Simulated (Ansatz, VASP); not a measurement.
# Two plane-wave programs on Zr3B

The input INCAR:

```
SYSTEM = Zr3B
PREC = Accurate ; ENCUT = 520
EDIFF = 1E-7 ; ISMEAR = 0
SIGMA = 0.1 ; LREAL = .FALSE.
LASPH = .TRUE. ; NELM = 80
ALGO = Normal ; ISIF = 2
LWAVE = .FALSE. ; LCHARG = .FALSE.
GGA = PE ; NBANDS = 28
```

Contents of KPOINTS:

```
Automatic mesh
0
G
  6 6 6
  0 0 0
```

Contents of POSCAR:

```
Zr3B
1.0
   -2.6148008000      2.6148008000      2.6148008000
    2.6148008000     -2.6148008000      2.6148008000
    2.6148008000      2.6148008000     -2.6148008000
Zr B
3 1
Direct
    0.0000000000      0.5000000000      0.5000000000
    0.5000000000      0.0000000000      0.5000000000
    0.5000000000      0.5000000000      0.0000000000
    0.0000000000      0.0000000000      0.0000000000
```

Input for Ansatz:

```yaml
crystal:
  lattice:
    - [-2.6148008, 2.6148008, 2.6148008]
    - [2.6148008, -2.6148008, 2.6148008]
    - [2.6148008, 2.6148008, -2.6148008]
  atoms:
    - { symbol: Zr, position: [0.0, 0.5, 0.5] }
    - { symbol: Zr, position: [0.5, 0.0, 0.5] }
    - { symbol: Zr, position: [0.5, 0.5, 0.0] }
    - { symbol: B, position: [0.0, 0.0, 0.0] }
basis:
  ecutwfc: 420
kpoints:
  mp_grid: { grid: [6, 6, 6] }
hamiltonian:
  xc: pbe
scf:
  occupations: { method: gaussian, width: 0.1 }
  lower_state_search: "off"
output:
  forces: true
  stress: true
  eigenvalues: true
```

Alike in both runs: task single point; functional PBE; k mesh 6 × 6 × 6; occupations gaussian, width 0.1 eV; no spin polarisation.

```csv
,VASP,Ansatz
version,VASP 6.6.1,Ansatz 0.2.0
potentials or method,"VASP PAW PBE potentials, release 64 (Zr_sv, B)","scalar-relativistic, plane waves, PAW"
plane-wave cutoff (eV),520,420
valence electrons in the cell,39,39
```

Ansatz gave:

- gap on the k mesh at the Fermi level (eV): none
- pressure (GPa): 11.0

Task: Estimate VASP's values.

Result: gap on the k mesh at the Fermi level (eV): none; pressure (GPa): 11.2.

A gap of «none» marks a metal or a gap that the smearing closes.
